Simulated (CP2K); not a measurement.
Runs of CP2K 2026.2 on Ge. The structure is cubic, space group Pm-3m (No. 221). Conventional cell: a = 2.710 Å, b = 2.710 Å, c = 2.710 Å, α = 90.00°, β = 90.00°, γ = 90.00°. Ge (site symmetry m-3m) has 6 Ge at 2.71 Å as nearest neighbours. The cell was built by a generator and needn't be a form met in nature.

| task | level | cutoff of the non-local correlation (Ry) | points a segment of the path (NPOINTS) | bands added on the path | gap on the mesh (eV) | pressure (GPa) |
| --- | --- | --- | --- | --- | --- | --- |
| single point | optB88-vdW | 300 | - | - | none | 3.1 |
| band structure | LDA | - | 6 | 2 | none | -0.3 |
| band structure | M06-L | - | 6 | 2 | none | -5.5 |
| single point | PBE | - | - | - | none | 0.4 |
| band structure | PBEsol | - | 6 | 2 | none | (b) |
| single point | WC | - | - | - | none | -0.3 |
| single point | rev-vdW-DF2 | 300 | - | - | none | (a) |

Alike in all rows: potentials or basis POTENTIAL_UZH Ge GTH-PBE-q4; TZVP-MOLOPT-PBE-GTH basis; no spin polarisation; cell as given; k mesh 10 × 10 × 10; smearing fermi-dirac 0.05 eV.

Problem. Fill in the values left out.

Solution. (a) 1.7; (b) -0.6.

Caveats: the basis of atomic orbitals isn't converged, which shifts pressures, moduli and gaps; the potentials were made for another functional, which shifts forces and pressure (some runs).

A k mesh can miss the band edges, and the runs leave out spin-orbit coupling on Ge.

A gap of «none» marks a metal or a gap under the smearing width.
